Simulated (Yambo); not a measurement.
Input of a Yambo 5.3.0 run:

The input bse9.in:

```
optics
bse
bss
rim_cut
RandQpts= 1000000
RandGvec= 50 RL
BSKmod= "HARTREE"
BSEmod= "retarded"
BSSmod= "d"
% BSEQptR
 1 | 1 |
%
% BSEBands
 6 | 12 |
%
BSENGexx= 30 Ry
% BEnRange
 0 | 15 | eV
%
% BDmRange
 0.2 | 0.2 | eV
%
BEnSteps= 300
% BLongDir
 1 | 1 | 1 |
%
BSEprop= "abs"
WRbsWF
% KfnQP_E
 0.75 | 1.0 | 1.0 |
%
```

Contents of scf.in:

```
&CONTROL
  calculation = 'scf'
  prefix = 'pwscf'
  outdir = './tmp'
  pseudo_dir = './pseudo'
/
&SYSTEM
  ibrav = 0
  A = 3.37784909
  nat = 2
  ntyp = 2
  ecutwfc = 84
  nbnd = 15
  occupations = 'smearing'
  smearing = 'fd'
  degauss = 0.00367493
  force_symmorphic = .true.
/
&ELECTRONS
  conv_thr = 4d-10
  electron_maxstep = 120
  mixing_beta = 0.5
/
ATOMIC_SPECIES
As    74.9216 As.upf
B     10.8100 B.upf
CELL_PARAMETERS alat
   0.0000000000    0.7071067820    0.7071067820
   0.7071067820    0.0000000000    0.7071067820
   0.7071067820    0.7071067820    0.0000000000
ATOMIC_POSITIONS alat
As     1.0606601730    1.0606601730    1.0606601730
B      0.0000000000    0.0000000000    0.0000000000
K_POINTS automatic
5 5 5 0 0 0
```

nscf.in

```
&CONTROL
  calculation = 'nscf'
  prefix = 'pwscf'
  outdir = './tmp'
  pseudo_dir = './pseudo'
/
&SYSTEM
  ibrav = 0
  A = 3.37784909
  nat = 2
  ntyp = 2
  ecutwfc = 84
  nbnd = 109
  occupations = 'fixed'
  force_symmorphic = .true.
/
&ELECTRONS
  conv_thr = 1d-08
  diago_full_acc = .true.
  diago_thr_init = 1d-06
/
ATOMIC_SPECIES
As    74.9216 As.upf
B     10.8100 B.upf
CELL_PARAMETERS alat
   0.0000000000    0.7071067820    0.7071067820
   0.7071067820    0.0000000000    0.7071067820
   0.7071067820    0.7071067820    0.0000000000
ATOMIC_POSITIONS alat
As     1.0606601730    1.0606601730    1.0606601730
B      0.0000000000    0.0000000000    0.0000000000
K_POINTS automatic
5 5 5 0 0 0
```

Potentials or basis: PseudoDojo 0.4.1 SR PBE standard.

Command:

```sh
$ OMP_NUM_THREADS=1 pw.x -in scf.in > scf.out
$ OMP_NUM_THREADS=1 pw.x -in nscf.in > nscf.out
$ cd tmp/pwscf.save; p2y; mv SAVE ../..; cd ../..
$ OMP_NUM_THREADS=1 yambo
$ mkdir -p bse9; ln -s $PWD/g0w00/ndb.RIM bse9/
$ OMP_NUM_THREADS=1 yambo -F bse9.in -J bse9 -C bse9_out
$ OMP_NUM_THREADS=1 ypp -J bse9 -C bse9_out -e s -b 1
```

(1) What does it give for the lowest exciton energy?

(2) Estimate the lowest bright exciton energy.

(3) Estimate the band gap on the k mesh, mean-field level.

Results:

(1) 4.04 eV.

(2) 4.04 eV.

(3) 1.19 eV, indirect (least direct gap 3.29 eV).

Caveat: the k mesh is coarse (spacing up to 0.46 Å⁻¹), so the values aren't converged; a mesh with odd counts misses the zone's faces, so its gaps can be larger than the crystal's; the scissor is the correction of the direct gap in an earlier G0W0 run on the same states; spectra need much finer meshes, so this one isn't converged; an odd mesh through Γ misses points on the zone boundary, where band edges often lie.
